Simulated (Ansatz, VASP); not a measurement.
# Two plane-wave programs on ZnS

Contents of POSCAR:

```
ZnS
1.0
    0.0000000000      2.6945314216      2.6945314216
    2.6945314216      0.0000000000      2.6945314216
    2.6945314216      2.6945314216      0.0000000000
Zn S
1 1
Direct
    0.2500000000      0.2500000000      0.2500000000
    0.0000000000      0.0000000000      0.0000000000
```

The input INCAR.step1:

```
PREC = Accurate
ENCUT = 520
ISMEAR = 0
SIGMA = 0.02
LREAL = F
LASPH = T
NELM = 100
NBANDS = 16
GGA = PE
ALGO = Normal
EDIFF = 1E-4
LWAVE = T
LCHARG = F
```

File INCAR.step2:

```
PREC = Accurate
ENCUT = 520
EDIFF = 1E-7
ISMEAR = 0
SIGMA = 0.02
LREAL = F
LASPH = T
NELM = 100
ALGO = Normal
ISIF = 2
LWAVE = F
LCHARG = F
METAGGA = R2SCAN
LMIXTAU = T
NBANDS = 16
ISTART = 1
```

File KPOINTS:

```
Automatic mesh
0
Gamma
  8 8 8
```

Input for Ansatz:

```yaml
crystal:
  lattice:
    - [0.0, 2.6945314214, 2.6945314214]
    - [2.6945314214, 0.0, 2.6945314214]
    - [2.6945314214, 2.6945314214, 0.0]
  atoms:
    - { symbol: Zn, position: [0.25, 0.25, 0.25] }
    - { symbol: S, position: [0.0, 0.0, 0.0] }
basis:
  ecutwfc: 500
kpoints:
  mp_grid: { grid: [8, 8, 8] }
  band_path:
    path:
      - [[0.0, 0.0, 0.0], [-0.5, -0.5, 0.0], [-0.375, -0.375, 0.25]]
      - [[-0.375, 0.0, 0.375], [0.0, 0.0, 0.0], [0.0, 0.0, 0.5], [-0.5, -0.25, 0.25], [-0.5, -0.5, 0.0]]
    npoints: 14
hamiltonian:
  xc: r2scan
scf:
  occupations: { method: gaussian, width: 0.02 }
  n_extra_bands: 6
output:
  forces: true
  stress: true
  eigenvalues: true
  populations: true
  dos: { projected: true, de: 0.02, nscf_kmesh: { grid: [12, 12, 12] } }
  bader: true
  write_density: true
  write_potential: true
  elf: true
  volumetric_format: npy
```

Alike in both runs: task single point; functional r2SCAN; k mesh 8 × 8 × 8; occupations gaussian, width 0.02 eV; no spin polarisation.

```csv
,VASP,Ansatz
version,VASP 6.6.1,Ansatz 0.2.0
potentials or method,"VASP PAW PBE potentials, release 64 (Zn, S)","scalar-relativistic, plane waves, PAW"
plane-wave cutoff (eV),520,500
valence electrons in the cell,18,18
```

|  | VASP | Ansatz | Ansatz less VASP |
| --- | --- | --- | --- |
| gap on the k mesh at the Fermi level (eV) | 2.71 | 2.70 | -0.010 |
| least direct gap on the mesh (eV) | 2.71 | 2.70 | -0.010 |
| pressure (GPa) | 0.0 | 0.0 | -0.03 |

Caveats: the PAW data sets were made with another functional, which shifts forces and pressure a little (VASP). r2SCAN opens gaps a little over a GGA but as a rule still falls short of measured ones.
